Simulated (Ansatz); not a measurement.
Crystal: Li.

```
Li
1.0
    -1.75465    1.75465    1.75465
     1.75465   -1.75465    1.75465
     1.75465    1.75465   -1.75465
Li
1
Direct
  0.00000 0.00000 0.00000
```

```yaml
Program: Ansatz 0.2.0
Task: relaxation of cell and atoms
Functional: RPBE
Dispersion: D3(BJ)
Potentials_or_basis: Ansatz PAW
Cutoff: "420 eV (not typed: the program's choice for these potentials)"
k_mesh: 11 × 11 × 11
Occupations: fermi-dirac, width 0.05 eV
Spin: no spin polarisation
```

At the start: volume 21.61 Å³/atom.

Task: How do energy, volume and symmetry change on relaxing?

Result: It ends after 7 steps and the volume is 11.93 Å³/atom (-44.8 %); space group Im-3m (No. 229, to 0.05 Å).

Step by step:
```
step  energy change (eV)  largest force (eV/Å)  volume (Å³)
   1              0.0000                0.0000        21.61
   2             -0.1495                0.0000        18.60
   3             -0.2758                0.0000        15.88
   4             -0.3589                0.0000        13.45
   5             -0.3775                0.0000        11.77
   6             -0.3778                0.0000        11.93
   7             -0.3774                0.0000        11.93
```

Final structure:
```
Li
1.0
    -1.43952    1.43952    1.43952
     1.43952   -1.43952    1.43952
     1.43952    1.43952   -1.43952
Li
1
Direct
  0.00000 0.00000 0.00000
```

The cell as given is a measured one (21.61 Å³/atom); RPBE+D3(BJ) puts the equilibrium volume -44.8 % from it, thermal expansion not counted.

Caveat: the potentials were made for another functional, which shifts forces and pressure; the volume moved by over 15 % at a fixed basis, so the end points are rough; the plane-wave basis is chosen anew once the cell has moved, so the energies of steps on either side of that aren't comparable; the volume moved by -45 % from the deposited cell, more than functionals usually miss.
